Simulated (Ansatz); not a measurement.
## What a change of settings does: LiHF₂

First run: DFT, LDA, all-electron PAW with datasets made for the crystal, scalar-relativistic (Ansatz 0.2.0).

Command: `ansatz run input.yaml --threads 1 --pin off --max-ram 3072MiB --backend cpu --events-out ev --progress --plain --runs-dir out` It took 31 s on 1 thread of Arm Neoverse N1, on a shared host, peak memory 0.89 GiB.

```yaml
crystal:
  lattice:
    - [1.4669835874, 0.8469633691, 4.3666887241]
    - [-1.4669835874, 0.8469633691, 4.3666887241]
    - [0.0, -1.6939267382, 4.3666887241]
  atoms:
    - { symbol: Li, position: [0.0, 0.0, 0.0] }
    - { symbol: H, position: [0.5, 0.5, 0.5] }
    - { symbol: F, position: [0.41330188, 0.41330188, 0.41330188] }
    - { symbol: F, position: [0.58669812, 0.58669812, 0.58669812] }
kpoints:
  mp_grid: { grid: [8, 8, 8] }
scf:
  occupations: { method: fermi_dirac, width: 0.03 }
hamiltonian:
  xc: lda
  pseudopotentials: { kind: all_electron, datasets: crystal }
output:
  forces: true
  stress: true
  eigenvalues: true
  efg: { contact_densities: true }
```

The cell is Materials Project entry mp-24199, used as a structure alone.

This run: the undistorted cell.

It converges in 8 SCF iterations at a pressure of -1.91 GPa, largest force 0.206 eV/Å.

A second input differs as follows:

```diff
   occupations: { method: fermi_dirac, width: 0.03 }
+  max_iter: 5
 hamiltonian:
```

Q: What is wrong with it, and what does the program do?

A: The change was made to test too few SCF iterations. The run stops unconverged after 5 iterations. The log ends:
```
Functional: x = slater, c = lda
iter 1 solved again at ethr=1.90e-2 eV; its pass at ethr=1.00e-1 eV (dr2=3.04e0 eV) is discarded
SCF iter   1: F=—  HF=-5630.693174 eV  |F-HF|=—  |Δ(HF+E_count)|=         —  Δρ=1.02e-1  dr2=3.01e0  ethr=1.90e-2  ⟨swp⟩=2.1  Hψ=4627  notcnv=0
preconditioner: auto → none  [insulator: Δε(μ)=9.605 eV  Ē_g=22.042 eV  σ=0.030 eV  W_gap=1.00  n_scr=2 (ndim 8)  ℏωp=26.0 eV  f_vac=0.000  D(μ)=0.00/eV (n_scr^D=0)  ε∞_Penn≈2.4]
SCF iter   2: F=—  HF=-5629.816449 eV  |F-HF|=—  |Δ(HF+E_count)|=   8.77e-1  Δρ=5.80e-2  dr2=3.74e-1  ethr=1.88e-2  ⟨swp⟩=3.4  Hψ=2174  notcnv=0  defer=2
iter 3 solved again at ethr=2.12e-4 eV; its pass at ethr=2.33e-3 eV (dr2=3.39e-2 eV) is discarded
SCF iter   3: F=—  HF=-5629.722559 eV  |F-HF|=—  |Δ(HF+E_count)|=   9.39e-2  Δρ=1.19e-2  dr2=3.38e-2  ethr=2.12e-4  ⟨swp⟩=2.8  Hψ=4138  notcnv=0  defer=25
SCF iter   4: F=—  HF=-5629.720170 eV  |F-HF|=—  |Δ(HF+E_count)|=   2.39e-3  Δρ=3.63e-3  dr2=4.52e-3  ethr=2.11e-4  ⟨swp⟩=2.3  Hψ=1583  notcnv=0  defer=9
SCF iter   5: F=—  HF=-5629.719637 eV  |F-HF|=—  |Δ(HF+E_count)|=   5.34e-4  Δρ=6.57e-4  dr2=1.06e-4  ethr=2.82e-5  ⟨swp⟩=3.2  Hψ=1680  notcnv=0  defer=7
Error: did not converge after 5 iterations: onsite_residual = 2.00e-4 (threshold 1.00e-7), under the density mixer `msr1`, which `scf.mixing.algorithm: auto` chose by the deck's other keys (type `scf.mixing.algorithm: msr1` to keep it); raise `scf.max_iter`, which need not help a stalled SCF, or adjust the mixing (`scf.mixing`) or, under a smearing, its width (`scf.occupations.width`, in either direction: another width is another result); this SCF holds its density and magnetisation to the symmetry operations that it keeps, and cannot end on a state that breaks one of them: if the state sought breaks one, re-run with `crystal.symmetry.detect: false`, without `crystal.symmetry.time_reversal: true`, on a non-collinear deck whose state breaks time reversal, with `crystal.symmetry.time_reversal: false` beside it (there exact exchange or a DFT+U term alone can polarise the run; a magnetic state wants starting moments), where the deck allows it (that run may end on another state, and need not converge either) — the other mixer that `auto` picks from is left to try (`scf.mixing.algorithm: broyden`); it can need more iterations, either can converge an SCF that the other leaves open, and the two can end on different states; the input reference at `scf.mixing.algorithm` says more, and from which start to try it
```
